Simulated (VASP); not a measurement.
Bi: single point with LDA

The system is Bi.

```
Bi
1.0
    -1.98143    1.98143    1.98143
     1.98143   -1.98143    1.98143
     1.98143    1.98143   -1.98143
Bi
1
Cartesian
  0.0000 0.0000 0.0000
```

This isn't the form of Bi at room conditions, which is rhombohedral.

```yaml
Program: VASP 6.6.1
Task: single point
Functional: LDA
Potentials_or_basis: VASP PAW LDA potentials, release 64 (Bi_d)
Cutoff: 520 eV
k_mesh: 18 × 18 × 18
Occupations: gaussian, width 0.15 eV
Spin: no spin polarisation
Dipole_correction: no
Further_INCAR_settings: ALGO = Normal; EDIFF = 1e-06; NBANDS = 14
```

The pressure is -3.1 GPa and the band gap on the k mesh is none (metal or under the smearing width).

Levels at points of the mesh, in eV from the Fermi level:
| k point | band 5 | band 6 | band 7 | band 8 | band 9 | band 10 |
| --- | --- | --- | --- | --- | --- | --- |
| (0.00, 0.00, 0.00) | -22.84 | -13.53 | 5.05 | 5.05 | 5.05 | 9.23 |
| (0.50, 0.00, 0.00) | -22.75 | -10.49 | -5.06 | 1.54 | 3.42 | 6.04 |
| (0.50, 0.50, 0.50) | -22.77 | -8.40 | -1.82 | -1.82 | -1.82 | 3.60 |

Wall time 45 s on 1 thread of Intel(R) Xeon(R) Platinum 8488C (Sapphire Rapids), with other jobs on the host, peak memory 0.19 GiB.

Caveat: spin-orbit coupling is left out, which moves the levels of the heavy elements.
